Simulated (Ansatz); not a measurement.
Crystal: CdSe.

```xyz
2
Lattice="0.0000 3.0703 3.0703 3.0703 0.0000 3.0703 3.0703 3.0703 0.0000" Properties=species:S:1:pos:R:3 pbc="T T T"
Cd    0.0000    0.0000    0.0000
Se    1.5351    1.5351    1.5351
```

Measurements of this composition are mostly on another form, of space group No. 186.

* Program: Ansatz 0.2.0
* Task: relaxation of cell and atoms
* Functional: PBEsol
* Dispersion: D3(BJ)
* Potentials or basis: Ansatz PAW
* Cutoff: 420 eV (not typed: the program's choice for these potentials)
* k mesh: 8 × 8 × 8
* Occupations: fermi-dirac, width 0.05 eV
* Spin: no spin polarisation

At the start: volume 28.94 Å³/atom.

Problem. Where does the relaxation end?

Solution. It ends after 5 steps and the volume is 27.24 Å³/atom (-5.9 %); space group F-43m (No. 216, to 0.05 Å).

Step by step:
| step | energy change (eV) | largest force (eV/Å) | volume (Å³) |
| --- | --- | --- | --- |
| 1 | 0.0000 | 0.0000 | 57.88 |
| 2 | -0.0303 | 0.0000 | 53.37 |
| 3 | -0.0342 | 0.0000 | 54.61 |
| 4 | -0.0343 | 0.0000 | 54.48 |
| 5 | -0.0337 | 0.0000 | 54.48 |

Final structure:
```
Cd Se
1.0
     0.00000    3.00893    3.00893
     3.00893    0.00000    3.00893
     3.00893    3.00893    0.00000
Cd Se
1 1
Cartesian
  0.0000 0.0000 0.0000
  1.5045 1.5045 1.5045
```

Caveat: the plane-wave basis is chosen anew once the cell has moved, so the energies of steps on either side of that aren't comparable; the PAW data sets come from PBE, with cores solved anew for the run's functional, which leaves a small shift of forces and pressure.
